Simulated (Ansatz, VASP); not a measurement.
Two plane-wave programs on Ta3N4

```xyz
7
Lattice="4.6854 0.0000 0.0000 0.0000 4.6854 0.0000 0.0000 0.0000 4.6854" Properties=species:S:1:pos:R:3 pbc="T T T"
Ta    0.0000    0.0000    2.3427
Ta    2.3427    0.0000    0.0000
Ta    0.0000    2.3427    0.0000
N     3.5475    1.1379    1.1379
N     1.1379    3.5475    1.1379
N     1.1379    1.1379    3.5475
N     3.5475    3.5475    3.5475
```

Change from the starting cell: species swapped into the Si3As4 type (P-43m, No. 215).

Alike in both runs: functional PBE; k mesh 4 × 4 × 4; occupations gaussian, width 0.1 eV; no spin polarisation.

Ansatz relaxed the structure, and its values are those at the end. VASP's run is a single point on that final structure, the one shown.

```csv
,VASP,Ansatz
version,VASP 6.6.1,Ansatz 0.2.0
potentials or method,"VASP PAW PBE potentials, release 64 (Ta_pv, N)","scalar-relativistic, plane waves, PAW"
plane-wave cutoff (eV),520,420
valence electrons in the cell,53,59
```

|  | VASP | Ansatz | Ansatz less VASP |
| --- | --- | --- | --- |
| gap on the k mesh at the Fermi level (eV) | none | none | - |
| pressure (GPa) | 0.8 | 0.2 | -0.59 |
| rms of the force components (eV/Å) | 0.017 | 0.000 | -0.0171 |

A gap of «none» marks a metal or a gap that the smearing closes. The two sets of potentials don't hold the same shells in valence.

Spin-orbit coupling is left out, which matters for the levels of Ta.
